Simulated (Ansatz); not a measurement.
**Moving spin-orbit coupling in Re**

It takes space group P6_3/mmc (No. 194, hexagonal). The conventional cell has a = 2.766 Å, b = 2.766 Å, c = 8.939 Å, α = 90.00°, β = 90.00°, γ = 120.00°. Re (site symmetry -6m2) is surrounded by 12 Re at 2.75 to 2.77 Å. Re (site symmetry -3m) is surrounded by 12 Re at 2.75 to 2.77 Å.

Kept alike: task band structure; functional PBEsol; k mesh 8 × 8 × 3; occupations fermi-dirac, width 0.05 eV. Program: Ansatz, Ansatz PAW, cutoff 420 eV. The mesh is that of the run's cell of 4 atoms.

```csv
spin-orbit coupling,pressure (GPa)
off,-6.43
on,-5.73
```

Pressure is positive in compression, with a Pulay correction for the finite cutoff. For a metal such a mesh leaves the last digits unconverged. All rows use potentials made for PBE.

Problem. What does spin-orbit coupling change here?

Solution. The pressure runs from -6.43 (off) to -5.73 GPa (on).
